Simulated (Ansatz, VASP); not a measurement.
KF: VASP beside Ansatz

POSCAR

```
KF
1.0
   -0.2822326238      2.5400936140      2.5400936140
    2.5400936140     -0.2822326238      2.5400936140
    2.5400936140      2.5400936140     -0.2822326238
K F
1 1
Direct
    0.0000000000      0.0000000000      0.0000000000
    0.5000000000      0.5000000000      0.5000000000
```

The input INCAR.step1:

```
PREC = Accurate
ENCUT = 520
ISMEAR = 0
SIGMA = 0.05
LREAL = F
LASPH = T
NELM = 100
NBANDS = 15
GGA = PE
ALGO = Normal
EDIFF = 1E-4
LWAVE = T
LCHARG = F
```

The input INCAR.step2:

```
PREC = Accurate
ENCUT = 520
EDIFF = 1E-6
ISMEAR = 0
SIGMA = 0.05
LREAL = F
LASPH = T
NELM = 100
ALGO = Normal
ISIF = 2
LWAVE = F
LCHARG = F
METAGGA = R2SCAN
LMIXTAU = T
NBANDS = 15
ISTART = 1
```

The input KPOINTS:

```
Automatic mesh
0
Gamma
  8 8 8
```

Input for Ansatz:

```yaml
crystal:
  lattice:
    - [-0.2822326238, 2.540093614, 2.540093614]
    - [2.540093614, -0.2822326238, 2.540093614]
    - [2.540093614, 2.540093614, -0.2822326238]
  atoms:
    - { symbol: K, position: [0.0, 0.0, 0.0] }
    - { symbol: F, position: [0.5, 0.5, 0.5] }
basis:
  ecutwfc: 500
kpoints:
  mp_grid: { grid: [8, 8, 8] }
hamiltonian:
  xc: r2scan
scf:
  occupations: { method: gaussian, width: 0.05 }
output:
  forces: true
  stress: true
  eigenvalues: true
```

Alike in both runs: task single point; functional r2SCAN; k mesh 8 × 8 × 8; occupations gaussian, width 0.05 eV; no spin polarisation.

|  | VASP | Ansatz |
| --- | --- | --- |
| version | VASP 6.6.1 | Ansatz 0.2.0 |
| potentials or method | VASP PAW PBE potentials, release 64 (K_sv, F) | scalar-relativistic, plane waves, PAW |
| plane-wave cutoff (eV) | 520 | 500 |
| valence electrons in the cell | 16 | 16 |

|  | VASP | Ansatz | Ansatz less VASP |
| --- | --- | --- | --- |
| gap on the k mesh at the Fermi level (eV) | 6.67 | 6.67 | +0.001 |
| least direct gap on the mesh (eV) | 6.67 | 6.67 | +0.001 |
| pressure (GPa) | -1.1 | -1.0 | +0.03 |
| largest component of the traceless stress (GPa) | 0.91 | 0.92 | +0.011 |

Caveats: the PAW data sets were made with another functional, which shifts forces and pressure a little (VASP). A k mesh can miss the band edges. r2SCAN opens gaps a little over a GGA but as a rule still falls short of measured ones.
